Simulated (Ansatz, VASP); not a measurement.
# Pt: VASP beside Ansatz

Contents of INCAR:

```
SYSTEM = Pt
PREC     = Accurate       ! precision mode
ENCUT    = 520            ! plane-wave cutoff, eV
EDIFF    = 1E-6           ! SCF threshold, eV
ISMEAR   = -1             ! smearing method
SIGMA    = 0.05           ! smearing width, eV
LREAL    = .FALSE.        ! projectors in reciprocal space
LASPH    = .TRUE.         ! aspherical terms in the spheres
NELM     = 100            ! most SCF steps
ALGO     = Normal         ! electronic algorithm
ISIF     = 2              ! what is computed and relaxed
LWAVE    = .FALSE.        ! write WAVECAR
LCHARG   = .FALSE.        ! write CHGCAR
GGA      = PE             ! functional
NBANDS   = 17             ! bands
```

File KPOINTS:

```
Automatic mesh
0
G
  14 14 14
  0 0 0
```

The input POSCAR:

```
Pt
1.0
    0.0000000000      2.4356290215      2.4356290215
    2.4356290215      0.0000000000      2.4356290215
    2.4356290215      2.4356290215      0.0000000000
Pt
2
Direct
   -0.1250000000     -0.1250000000     -0.1250000000
    0.1250000000      0.1250000000      0.1250000000
```

Input for Ansatz:

```yaml
crystal:
  lattice:
    - [0.0, 2.4356290215, 2.4356290215]
    - [2.4356290215, 0.0, 2.4356290215]
    - [2.4356290215, 2.4356290215, 0.0]
  atoms:
    - { symbol: Pt, position: [-0.125, -0.125, -0.125] }
    - { symbol: Pt, position: [0.125, 0.125, 0.125] }
kpoints:
  mp_grid: { grid: [14, 14, 14] }
scf:
  occupations: { method: fermi_dirac, width: 0.05 }
hamiltonian:
  xc: pbe
  pseudopotentials: { kind: all_electron, lapw: { basis_error: 0.001 } }
output:
  forces: true
  stress: true
  eigenvalues: true
  populations: true
```

Change from the starting cell: volume scaled by 0.6, LAPW.

Alike in both runs: task single point; functional PBE; k mesh 14 × 14 × 14; occupations fermi-dirac, width 0.05 eV; no spin polarisation.

|  | VASP | Ansatz |
| --- | --- | --- |
| version | VASP 6.6.1 | Ansatz 0.2.0 |
| potentials or method | VASP PAW PBE potentials, release 64 (Pt) | all-electron LAPW, scalar-relativistic |
| plane-wave cutoff (eV) | 520 | see its input |

```tsv
	VASP	Ansatz	Ansatz less VASP
pressure (GPa)	206.6	219.1	+12.45
```

Ansatz ran all-electron here, so the differences hold the error of VASP's frozen core and of both bases.

Caveats: the cell as given lies far from equilibrium; so large a pressure means that the cell lies far from this level's equilibrium, or that cutoff or potentials fall short (VASP). The runs have no spin-orbit coupling, so splittings on Pt are missing.
